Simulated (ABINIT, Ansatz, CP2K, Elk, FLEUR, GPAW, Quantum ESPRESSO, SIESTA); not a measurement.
BaF2 (Fm-3m, 3 atoms in the cell) computed with different codes at matched settings

Self-consistent single point.

```
BaF2
1.0
    0.00000     3.15645     3.15645
    3.15645     0.00000     3.15645
    3.15645     3.15645     0.00000
Ba F
1 2
Cartesian
  0.00000   0.00000   0.00000
  1.57822   1.57822   1.57822
  4.73467   4.73467   4.73467
```

All programs got the same cell, k-point mesh and kind of occupations (some realise fixed ones as a very narrow smearing) (in Ansatz's words: kpoints.mp_grid.grid = 5 5 5; scf.occupations.method = fixed); potentials, basis and cutoffs are each program's usual ones.

```json
[
 {"code": "GPAW", "model": "PBE, GPAW PAW datasets PBE (gpaw-data 1.0.1)", "pressure (GPa)": "–", "gap on the mesh (eV)": "6.543", "k-points": "10", "cutoff": "900 eV"},
 {"code": "FLEUR", "model": "PBE, all-electron FLAPW (FLEUR), scalar-relativistic valence", "pressure (GPa)": "–", "gap on the mesh (eV)": "6.673", "k-points": "10", "cutoff": "Kmax 4.6 1/bohr"},
 {"code": "ABINIT", "model": "PBE, norm-conserving pseudopotentials (PseudoDojo nc-sr-05 PBE standard)", "pressure (GPa)": "-1.74", "gap on the mesh (eV)": "6.606", "k-points": "10", "cutoff": "42 Ha"},
 {"code": "CP2K", "model": "PBE, GPW, DZVP-MOLOPT-SR-GTH basis, GTH-PBE potentials (GTH_POTENTIALS)", "pressure (GPa)": "-0.14", "gap on the mesh (eV)": "6.671", "k-points": "63", "cutoff": "grid 550 Ry"},
 {"code": "Ansatz", "model": "PBE, default PAW files", "pressure (GPa)": "-1.96", "gap on the mesh (eV)": "6.589", "k-points": "10", "cutoff": "default"},
 {"code": "Quantum ESPRESSO", "model": "PBE, PseudoDojo standard norm-conserving (PBE) pseudopotentials", "pressure (GPa)": "-1.74", "gap on the mesh (eV)": "6.606", "k-points": "10", "cutoff": "85 Ry"},
 {"code": "SIESTA", "model": "GGA PBE, numerical atomic orbitals DZP, PseudoDojo PBE standard norm-conserving potentials (rewritten from UPF to PSML)", "pressure (GPa)": "-0.40", "gap on the mesh (eV)": "5.729", "k-points": "63", "cutoff": "grid 300 Ry"},
 {"code": "Elk", "model": "PBE, all-electron FP-LAPW, Elk's shipped species files, APW+lo basis with extra local orbitals", "pressure (GPa)": "–", "gap on the mesh (eV)": "6.607", "k-points": "10", "cutoff": "rgkmax 8"}
]
```

A dash marks a value that a program does not give, or that is left out as unsure.

Gaps are read on the mesh.

The spread over the programs that give each value: pressure within 1.82 GPa; gap on the mesh within 0.944 eV.

The starting cell comes from a database of computed structures (which also holds hypothetical and non-ambient phases and stackings), without a prior relaxation at this level. Its lattice was rescaled by a random factor within 2.5 % of one.

Task: Why do the programs differ, and what cannot be compared?

Result: Differences of this kind can come from the potentials, where these differ, and from what each basis and cutoff leave unconverged. The zero of total energies and Fermi levels follows the potentials and each program's conventions, so they are not compared here. CP2K and SIESTA use small atom-centred bases, whose incompleteness enters pressures, forces and empty levels differently from a plane-wave cutoff. FLEUR and Elk treat all electrons, but the usual bases taken here (sphere radii, linearisation, local orbitals, empty states) were not tested for convergence, so the values are no reference for the others. Ansatz's pressure is given at a fixed set of plane waves, as the other plane-wave codes print theirs; with its correction for the finite basis it is -1.59 GPa (the shift of 0.37 GPa shows how far the cutoff is from converged). The pressure of GPAW is left out: its cutoff lies under the one at which its stress was checked. The programs reduce the same mesh by symmetry to different extents, which changes the work and not the result. In the pressure, CP2K (by 1.60) and SIESTA (by 1.34) lie more than 1 GPa from the median of the plane-wave programs. In the gap, SIESTA (by 0.868) lies more than 0.12 eV from the median of the plane-wave programs.

Ansatz is a first-principles code.

Keys are those of Ansatz 0.2.
